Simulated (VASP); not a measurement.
# Hf16Si31 (a cell with a defect) in VASP: relaxation of the atoms with PBE

Aim: the relaxation of the atoms of Hf16Si31 (a cell with a defect) with PBE.

Program: VASP 6.6.1. These are calculated values, not measurements. Logs are shortened: lines on timing, memory, paths and dates and some standing lists are left out, and cuts for length are marked.

## 1. Starting point

The cell holds a defect, 47 atoms: a = 7.344 Å, b = 14.570 Å, c = 7.282 Å, α = 90.00°, β = 90.00°, γ = 90.00°.

## 2. Relaxation of the atoms, PBE

The input, INCAR:

```
PREC = Accurate ; ENCUT = 520
EDIFF = 1E-6 ; ISMEAR = 1
SIGMA = 0.1 ; LREAL = False
LASPH = True ; NELM = 100
ALGO = Normal ; ISIF = 2
LWAVE = False ; LCHARG = False
GGA = PE ; IBRION = 2
NSW = 40 ; EDIFFG = -0.02
```

The input, KPOINTS:

```
regular mesh
0
Gamma
  3 2 3
```

The input, POSCAR:

```
Hf16Si31
1.0
    7.3440000000      0.0000000000      0.0000000000
    0.0000000000     14.5700000000      0.0000000000
    0.0000000000      0.0000000000      7.2820000000
Hf Si
16 31
Direct
    0.2500000000      0.6060000000      0.1250000000
    0.2500000000      0.6060000000      0.6250000000
    0.5000000000      0.1060000000      0.1250000000
    0.5000000000      0.1060000000      0.6250000000
    0.7500000000      0.6060000000      0.1250000000
    0.7500000000      0.6060000000      0.6250000000
    0.0000000000      0.1060000000      0.1250000000
    0.0000000000      0.1060000000      0.6250000000
    0.2500000000      0.3940000000      0.3750000000
    0.2500000000      0.3940000000      0.8750000000
    0.5000000000      0.8940000000      0.3750000000
    0.5000000000      0.8940000000      0.8750000000
    0.7500000000      0.3940000000      0.3750000000
    0.7500000000      0.3940000000      0.8750000000
    0.0000000000      0.8940000000      0.3750000000
    0.0000000000      0.8940000000      0.8750000000
    0.2500000000      0.9410000000      0.6250000000
    0.5000000000      0.4410000000      0.1250000000
    0.5000000000      0.4410000000      0.6250000000
    0.7500000000      0.9410000000      0.1250000000
    0.7500000000      0.9410000000      0.6250000000
    0.0000000000      0.4410000000      0.1250000000
    0.0000000000      0.4410000000      0.6250000000
    0.2500000000      0.0590000000      0.8750000000
    0.5000000000      0.5590000000      0.3750000000
    0.5000000000      0.5590000000      0.8750000000
    0.7500000000      0.0590000000      0.3750000000
    0.7500000000      0.0590000000      0.8750000000
    0.0000000000      0.5590000000      0.3750000000
    0.0000000000      0.5590000000      0.8750000000
    0.2500000000      0.2500000000      0.1250000000
    0.2500000000      0.2500000000      0.6250000000
    0.5000000000      0.7500000000      0.1250000000
    0.5000000000      0.7500000000      0.6250000000
    0.7500000000      0.2500000000      0.1250000000
    0.7500000000      0.2500000000      0.6250000000
    0.0000000000      0.7500000000      0.1250000000
    0.0000000000      0.7500000000      0.6250000000
    0.2500000000      0.7500000000      0.3750000000
    0.2500000000      0.7500000000      0.8750000000
    0.5000000000      0.2500000000      0.3750000000
    0.5000000000      0.2500000000      0.8750000000
    0.7500000000      0.7500000000      0.3750000000
    0.7500000000      0.7500000000      0.8750000000
    0.0000000000      0.2500000000      0.3750000000
    0.0000000000      0.2500000000      0.8750000000
    0.2500000000      0.0000000000      0.2500000000
```

Potentials or basis: VASP PAW PBE potentials, release 64 (Hf_pv, Si).

The run is started by

```console
cat potpaw_PBE.64/Hf_pv/POTCAR potpaw_PBE.64/Si/POTCAR > POTCAR
mpirun -np 8 vasp_std > vasp.out
```

OUTCAR:

```text
PREC = Accurate
   ENCUT = 520
   EDIFF = 1E-6
   ISMEAR = 1
   LREAL = False
   LASPH = True
   NELM = 100
   ISIF = 2
   GGA = PE
   IBRION = 2
   NSW = 40
   EDIFFG = -0.02

 ion  position               nearest neighbor table
   1  0.250  0.606  0.125-  25 2.67  26 2.67  29 2.67  30 2.67  39 2.78  40 2.78  33 2.79  37 2.79
                            18 3.02  22 3.02   9 3.59  10 3.59   2 3.64   2 3.64   5 3.67   5 3.67
   2  0.250  0.606  0.625-  25 2.67  26 2.67  29 2.67  30 2.67  39 2.78  40 2.78  34 2.79  38 2.79
                            19 3.02  23 3.02   9 3.59  10 3.59   1 3.64   1 3.64   6 3.67   6 3.67
   3  0.500  0.106  0.125-  47 2.57  27 2.67  28 2.67  24 2.67  42 2.78  41 2.78  35 2.79  31 2.79
                            20 3.02  12 3.59  11 3.59   4 3.64   4 3.64   7 3.67   7 3.67
   4  0.500  0.106  0.625-  24 2.67  27 2.67  28 2.67  41 2.78  42 2.78  32 2.79  36 2.79  21 3.02
                            17 3.02  12 3.59  11 3.59   3 3.64   3 3.64   8 3.67   8 3.67
   5  0.750  0.606  0.125-  25 2.67  26 2.67  29 2.67  30 2.67  43 2.78  44 2.78  33 2.79  37 2.79
                            18 3.02  22 3.02  13 3.59  14 3.59   6 3.64   6 3.64   1 3.67   1 3.67
   6  0.750  0.606  0.625-  25 2.67  26 2.67  29 2.67  30 2.67  43 2.78  44 2.78  34 2.79  38 2.79
                            19 3.02  23 3.02  13 3.59  14 3.59   5 3.64   5 3.64   2 3.67   2 3.67
   7  0.000  0.106  0.125-  47 2.57  27 2.67  28 2.67  24 2.67  46 2.78  45 2.78  35 2.79  31 2.79
                            20 3.02  16 3.59  15 3.59   8 3.64   8 3.64   3 3.67   3 3.67
   8  0.000  0.106  0.625-  24 2.67  27 2.67  28 2.67  45 2.78  46 2.78  32 2.79  36 2.79  21 3.02
                            17 3.02  16 3.59  15 3.59   7 3.64   7 3.64   4 3.67   4 3.67
   9  0.250  0.394  0.375-  18 2.67  19 2.67  22 2.67  23 2.67  31 2.78  32 2.78  41 2.79  45 2.79
[... 71 lines left out ...]
  45  0.000  0.250  0.375-  31 2.59  32 2.59  35 2.59  36 2.59   7 2.78   8 2.78   9 2.79  13 2.79

  46  0.000  0.250  0.875-  31 2.59  32 2.59  35 2.59  36 2.59   7 2.78   8 2.78  10 2.79  14 2.79

  47  0.250  0.000  0.250-   3 2.57   7 2.57  11 2.57  15 2.57  17 2.86  24 2.86

  LATTYP: Found a simple orthorhombic cell.
 ALAT       =     7.2820000000
 B/A-ratio  =     1.0085141445
 C/A-ratio  =     2.0008239495

  Lattice vectors:

 A1 = (   0.0000000000,   0.0000000000,   7.2820000000)
 A2 = (   7.3440000000,   0.0000000000,   0.0000000000)
 A3 = (   0.0000000000,  14.5700000000,   0.0000000000)

Analysis of symmetry for initial positions (statically):
=====================================================================
 Subroutine PRICEL returns:
 Original cell was already a primitive cell.

 Routine SETGRP: Setting up the symmetry group for a
 simple orthorhombic supercell.

 Subroutine GETGRP returns: Found  4 space group operations
 (whereof  1 operations were pure point group operations)
 out of a pool of  8 trial point group operations.

The static configuration has the point symmetry C_1 .
 The point group associated with its full space group is C_2h.

Analysis of symmetry for dynamics (positions and initial velocities):
=====================================================================
 Subroutine PRICEL returns:
 Original cell was already a primitive cell.

 Routine SETGRP: Setting up the symmetry group for a
 simple orthorhombic supercell.

 Subroutine GETGRP returns: Found  4 space group operations
 (whereof  1 operations were pure point group operations)
 out of a pool of  8 trial point group operations.

The dynamic configuration has the point symmetry C_1 .
 The point group associated with its full space group is C_2h.

 Subroutine INISYM returns: Found  4 space group operations
 (whereof  1 operations are pure point group operations),
 and found     1 'primitive' translations

----------------------------------------------------------------------------------------

                                     Primitive cell

  volume of cell :     779.1891

  direct lattice vectors                    reciprocal lattice vectors
     7.344000000  0.000000000  0.000000000     0.136165577  0.000000000  0.000000000
     0.000000000 14.570000000  0.000000000     0.000000000  0.068634180  0.000000000
     0.000000000  0.000000000  7.282000000     0.000000000  0.000000000  0.137324911

  length of vectors
     7.344000000 14.570000000  7.282000000     0.136165577  0.068634180  0.137324911

  position of ions in fractional coordinates (direct lattice)
     0.250000000  0.606000000  0.125000000
     0.250000000  0.606000000  0.625000000
     0.500000000  0.106000000  0.125000000
[... 125 lines left out ...]
  0.000000  0.500000  0.000000      1.000000
  0.333333  0.500000  0.000000      2.000000
  0.000000  0.000000  0.333333      2.000000
  0.333333  0.000000  0.333333      4.000000
  0.000000  0.500000  0.333333      2.000000
  0.333333  0.500000  0.333333      4.000000
   k-points           NKPTS =      8   k-points in BZ     NKDIM =      8   number of bands    NBANDS=    176
   number of dos      NEDOS =    301   number of ions     NIONS =     47
   total plane-waves  NPLWV = 326592
   dimension x,y,z NGX =    56 NGY =  108 NGZ =   54
   dimension x,y,z NGXF=   112 NGYF=  216 NGZF=  108
   ions per type =              16  31
   NGX,Y,Z   is equivalent  to a cutoff of  12.68, 12.32, 12.33 a.u.
   NGXF,Y,Z  is equivalent  to a cutoff of  25.35, 24.65, 24.66 a.u.
 SYSTEM =  unknown system
   PREC   = accura    normal or accurate (medium, high low for compatibility)
   ISTART =      0    job   : 0-new  1-cont  2-samecut
   ICHARG =      2    charge: 1-file 2-atom 10-const
   ISPIN  =      1    spin polarized calculation?
   LNONCOLLINEAR =      F non collinear calculations
   LSORBIT =      F    spin-orbit coupling
   LASPH  =      T    aspherical Exc in radial PAW
   ENCUT  =  520.0 eV  38.22 Ry    6.18 a.u.  13.65 27.09 13.54*2*pi/ulx,y,z
   NELM   =    100;   NELMIN=  2; NELMDL= -5     # of ELM steps
   EDIFF  = 0.1E-05   stopping-criterion for ELM
   LREAL  =      F    real-space projection
   EDIFFG = -.2E-01   stopping-criterion for IOM
   NSW    =     40    number of steps for IOM
   IBRION =      2    ionic relax: 0-MD 1-quasi-New 2-CG
   NFREE  =      1    steps in history (QN), initial steepest desc. (CG)
   ISIF   =      2    stress and relaxation
   ISYM   =      2    0-nonsym 1-usesym 2-fastsym
   POTIM  = 0.5000    time-step for ionic-motion
   TEBEG  =    0.0;   TEEND  =   0.0 temperature during run
   PSTRESS=    0.0 pullay stress
   NELECT =     284.0000    total number of electrons
   NUPDOWN=      -1.0000    fix difference up-down
   EMIN   =  10.00;   EMAX   =-10.00  energy-range for DOS
   EFERMI =   0.00;   METHOD = LEGACY
   ISMEAR =     1;   SIGMA  =   0.10  broadening in eV -4-tet -1-fermi 0-gaus
   EFERMI_NEDOS =   21; number of points for ismear=-14 and -15
   IALGO  =     38    algorithm
   IMIX   =      4    mixing-type and parameters
     AMIX     =   0.40;   BMIX     =  1.00
     AMIX_MAG =   1.60;   BMIX_MAG =  1.00
  volume/ion in A,a.u.               =      16.58       111.88
  Fermi-wavevector in a.u.,A,eV,Ry     =   1.169410  2.209864 18.606222  1.367519
  Thomas-Fermi vector in A             =   2.305883
   LORBIT       =      0    0 simple, 1 ext, 2 COOP (PROOUT), +10 PAW based schemes
   GGA     = PE    functional components
   LHFCALC =     F    Hartree Fock is set to
   AEXX    =    0.0000 exact exchange contribution
   IVDW    =     0    specifies the selected vdW correction
   LEPSILON=     F    determine dielectric tensor
   LRPA    =     F    only Hartree local field effects (RPA)
 conjugate gradient relaxation of ions
 non-spin polarized calculation
 Methfessel and Paxton  Order N= 1 SIGMA  =   0.10
  energy-cutoff  :      520.00
  volume of cell :      779.19
 maximum number of plane-waves:     20994
 NGX is ok and might be reduce to    54
   NGX = 27   NGY = 55   NGZ = 27

--------------------------------------- Ionic step        1  -------------------------------------------

 number of electron     283.9999971 magnetization

 Free energy of the ion-electron system (eV)
  ---------------------------------------------------
  ext. energy  EPLUGINS =         0.00000000
  ---------------------------------------------------
  free energy    TOTEN  =      -352.13017236 eV

  energy without entropy =     -352.12069075  energy(sigma->0) =     -352.12701182

------------------------ aborting loop because EDIFF is reached ----------------------------------------

  FORCE on cell =-STRESS in cart. coord.  units (eV):
  Direction    XX          YY          ZZ          XY          YZ          ZX
  --------------------------------------------------------------------------------------
  -------------------------------------------------------------------------------------
  Total       13.1451645     -5.6234849      1.5144410      0.0000000     -3.4619516      0.0000000
  in kB       27.0292324    -11.5630718      3.1140103      0.0000000     -7.1185031      0.0000000
  external PRESSURE =       6.1933903 kB  Pullay stress =       0.0000000 kB
[... 224 lines left out ...]
  FREE ENERGIE OF THE ION-ELECTRON SYSTEM (eV)
  ---------------------------------------------------
  free  energy   TOTEN  =      -352.7752145350 eV

  energy  without entropy=     -352.7696445354  energy(sigma->0) =     -352.77335787

[... ionic steps 4 to 7 ...]

--------------------------------------- Ionic step        8  -------------------------------------------

 number of electron     283.9999982 magnetization

------------------------ aborting loop because EDIFF is reached ----------------------------------------
[... 157 lines left out ...]
--------------------------------------- Ionic step       10  -------------------------------------------

 number of electron     283.9999981 magnetization

 Free energy of the ion-electron system (eV)
  ---------------------------------------------------
  ext. energy  EPLUGINS =         0.00000000
  ---------------------------------------------------
  free energy    TOTEN  =      -353.02322075 eV

  energy without entropy =     -353.01752857  energy(sigma->0) =     -353.02132336

 E-fermi :   7.9596     XC(G=0): -11.3123

 val. band max:        7.9334599480   @ k =   0.0000   0.0000   0.3333
 cond. band min:       7.9633919479   @ k =   0.3333   0.5000   0.0000
 fundamental gap:      0.0299319999
 Fermi energy:         7.9595654930

 k-point     1 :       0.0000    0.0000    0.0000
  band No.  band energies     occupation
      1     -22.7903      2.00000
      2     -22.7645      2.00000
      3     -22.7627      2.00000
      4     -22.7566      2.00000
      5     -22.7558      2.00000
      6     -22.7537      2.00000
[... 1245 lines left out ...]
    153       9.0919     -0.00000
    154       9.2419     -0.00000
 [bands above 154 left out]

------------------------ aborting loop because EDIFF is reached ----------------------------------------

  FORCE on cell =-STRESS in cart. coord.  units (eV):
  Direction    XX          YY          ZZ          XY          YZ          ZX
  --------------------------------------------------------------------------------------
  -------------------------------------------------------------------------------------
  Total        8.4269449     -1.2577314      0.2893963      0.0000000     -1.7888159      0.0000000
  in kB       17.3275772     -2.5861613      0.5950599      0.0000000     -3.6781829      0.0000000
  external PRESSURE =       5.1121586 kB  Pullay stress =       0.0000000 kB
[... 62 lines left out ...]
  FREE ENERGIE OF THE ION-ELECTRON SYSTEM (eV)
  ---------------------------------------------------
  free  energy   TOTEN  =      -353.0232207523 eV

  energy  without entropy=     -353.0175285681  energy(sigma->0) =     -353.02132336

 reached required accuracy - stopping structural energy minimisation
```

It took 31 min on 8 MPI ranks of Intel Xeon Platinum 8488C (Sapphire Rapids), shared host; peak memory 0.33 GiB.

What came out:

```yaml
Free_energy: -353.0232 eV
Energy_gained_by_relaxing: 19.0 meV/atom
Ionic_steps: 10
Pressure_after_relaxing: 0.5 GPa
Largest_force_after_relaxing: 0.014 eV/Å
Band_gap_on_the_k_mesh: none (metal or under the smearing width)
```

Forces on the atoms (eV/Å):
```
Hf   0.000  0.003  0.006
Hf   0.000  0.002  0.002
Hf  -0.002 -0.002  0.003
Hf  -0.001  0.013  0.005
Hf   0.000  0.007  0.007
Hf   0.000  0.003  0.006
Hf   0.002 -0.002  0.003
Hf   0.001  0.013  0.005
Hf   0.000 -0.003 -0.006
Hf   0.000 -0.002 -0.002
Hf  -0.002  0.002 -0.003
Hf  -0.001 -0.013 -0.005
Hf   0.000 -0.007 -0.007
Hf   0.000 -0.003 -0.006
Hf   0.002  0.002 -0.003
Hf   0.001 -0.013 -0.005
Si   0.000 -0.004  0.005
Si   0.002  0.005  0.000
Si   0.004  0.006  0.000
Si   0.000  0.003 -0.002
Si   0.000  0.008  0.007
Si  -0.002  0.005  0.000
Si  -0.004  0.006  0.000
Si   0.000  0.004 -0.005
Si   0.002 -0.005  0.000
Si   0.004 -0.006  0.000
Si   0.000 -0.003  0.002
Si   0.000 -0.008 -0.007
Si  -0.002 -0.005  0.000
Si  -0.004 -0.006  0.000
Si   0.000 -0.011  0.002
Si   0.000  0.006  0.002
Si  -0.002  0.001  0.002
Si   0.000 -0.001 -0.008
Si   0.000 -0.009 -0.009
Si   0.000  0.010 -0.010
Si   0.002  0.001  0.002
Si   0.000 -0.001 -0.008
Si   0.000  0.011 -0.002
Si   0.000 -0.006 -0.002
Si  -0.002 -0.001 -0.002
Si   0.000  0.001  0.008
Si   0.000  0.009  0.009
Si   0.000 -0.010  0.010
Si   0.002 -0.001 -0.002
Si   0.000  0.001  0.008
Si   0.000  0.000  0.000
```

Step by step:
```tsv
step	energy change (eV)	largest force (eV/Å)	pressure (GPa)
1	0.0000	1.3279	0.62
2	-0.4716	1.0796	0.44
3	-0.6450	0.9387	0.45
4	-0.8037	0.5334	0.48
5	-0.8257	0.4564	0.54
6	-0.8781	0.1347	0.54
7	-0.8818	0.1748	0.54
8	-0.8921	0.0538	0.52
9	-0.8921	0.0533	0.52
10	-0.8930	0.0145	0.51
```

Final structure:
```xyz
47
Lattice="7.3440 0.0000 0.0000 0.0000 14.5700 0.0000 0.0000 0.0000 7.2820" Properties=species:S:1:pos:R:3 pbc="T T T"
Hf    1.8360    8.8063    0.9181
Hf    1.8360    8.8060    4.5551
Hf    3.7170    1.5480    0.8841
Hf    3.6286    1.5105    4.5500
Hf    5.5080    8.8145    0.9102
Hf    5.5080    8.8146    4.5580
Hf    7.2990    1.5480    0.8841
Hf    0.0434    1.5105    4.5500
Hf    1.8360    5.7637    2.7229
Hf    1.8360    5.7640    6.3679
Hf    3.7170   13.0220    2.7569
Hf    3.6286   13.0595    6.3730
Hf    5.5080    5.7555    2.7308
Hf    5.5080    5.7554    6.3650
Hf    7.2990   13.0220    2.7569
Hf    0.0434   13.0595    6.3730
Si    1.8360   13.9901    4.4258
Si    3.6739    6.4870    0.9096
Si    3.6702    6.4907    4.5484
Si    5.5080   13.8131    0.8844
Si    5.5080   13.7379    4.5972
Si    7.3421    6.4870    0.9096
Si    0.0018    6.4907    4.5484
Si    1.8360    0.5799    6.4972
Si    3.6739    8.0830    2.7314
Si    3.6702    8.0793    6.3746
Si    5.5080    0.7569    2.7566
Si    5.5080    0.8321    6.3258
Si    7.3421    8.0830    2.7314
Si    0.0018    8.0793    6.3746
Si    1.8360    3.6394    0.8989
Si    1.8360    3.6243    4.5318
Si    3.6503   10.9567    0.9163
Si    3.6649   10.9312    4.5722
Si    5.5080    3.6620    0.9119
Si    5.5080    3.6193    4.5449
Si    0.0217   10.9567    0.9163
Si    0.0071   10.9312    4.5722
Si    1.8360   10.9306    2.7421
Si    1.8360   10.9457    6.3912
Si    3.6503    3.6133    2.7247
Si    3.6649    3.6388    6.3508
Si    5.5080   10.9080    2.7291
Si    5.5080   10.9507    6.3781
Si    0.0217    3.6133    2.7247
Si    0.0071    3.6388    6.3508
Si    1.8360    0.0000    1.8205
```

Spin-orbit coupling is left out, which matters for the levels of Hf.
